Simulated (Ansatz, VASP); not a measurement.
**P in VASP and in Ansatz**

Contents of INCAR:

```
ALGO     = Normal         # electronic algorithm
EDIFF    = 1E-6           # SCF threshold, eV
ENCUT    = 520            # plane-wave cutoff, eV
GGA      = PS             # functional
ISIF     = 2              # what is computed and relaxed
ISMEAR   = 0              # smearing method
LASPH    = True           # aspherical terms in the spheres
LCHARG   = True           # write CHGCAR
LELF     = True           # ELF
LREAL    = False          # projectors in reciprocal space
LVHAR    = True         
LWAVE    = False          # write WAVECAR
NBANDS   = 8              # bands
NELM     = 80             # most SCF steps
PREC     = Accurate       # precision mode
SIGMA    = 0.15           # smearing width, eV
```

KPOINTS

```
k-points
0
Gamma
  12 12 12
```

POSCAR

```
P
1.0
    4.3797274788      0.0000000000      0.0000000000
    0.0000000000      4.3797274788      0.0000000000
    0.0000000000      0.0000000000      4.3780000000
P
1
Direct
    0.0000000000      0.0000000000      0.0000000000
```

Input for Ansatz:

```yaml
crystal:
  lattice:
    - [4.3797274788, 0.0, 0.0]
    - [0.0, 4.3797274788, 0.0]
    - [0.0, 0.0, 4.378]
  atoms:
    - { symbol: P, position: [0.0, 0.0, 0.0] }
basis:
  ecutwfc: 420
kpoints:
  mp_grid: { grid: [12, 12, 12] }
hamiltonian:
  xc: pbesol
scf:
  occupations: { method: gaussian, width: 0.15 }
output:
  forces: true
  stress: true
  eigenvalues: true
  write_density: true
  write_potential: true
  elf: true
  volumetric_format: npy
```

Change from the starting cell: strain +0.025 along x and y, +0.000 along z, atoms carried along.

Alike in both runs: task single point; functional PBEsol; k mesh 12 × 12 × 12; occupations gaussian, width 0.15 eV; no spin polarisation.

|  | VASP | Ansatz |
| --- | --- | --- |
| version | VASP 6.6.1 | Ansatz 0.2.0 |
| potentials or method | VASP PAW PBE potentials, release 64 (P) | scalar-relativistic, plane waves, PAW |
| plane-wave cutoff (eV) | 520 | 420 |
| valence electrons in the cell | 5 | 5 |

|  | VASP | Ansatz | Ansatz less VASP |
| --- | --- | --- | --- |
| gap on the k mesh at the Fermi level (eV) | none | none | - |
| pressure (GPa) | -3.4 | -3.4 | +0.01 |

A gap of «none» marks a metal or a gap that the smearing closes. The functional is the same, so the differences come from potentials, cutoffs and numerics. Ansatz warned: «xc_potential_rough_in_thin_density».

Caveats: the PAW data sets were made with another functional, which shifts forces and pressure a little (VASP).
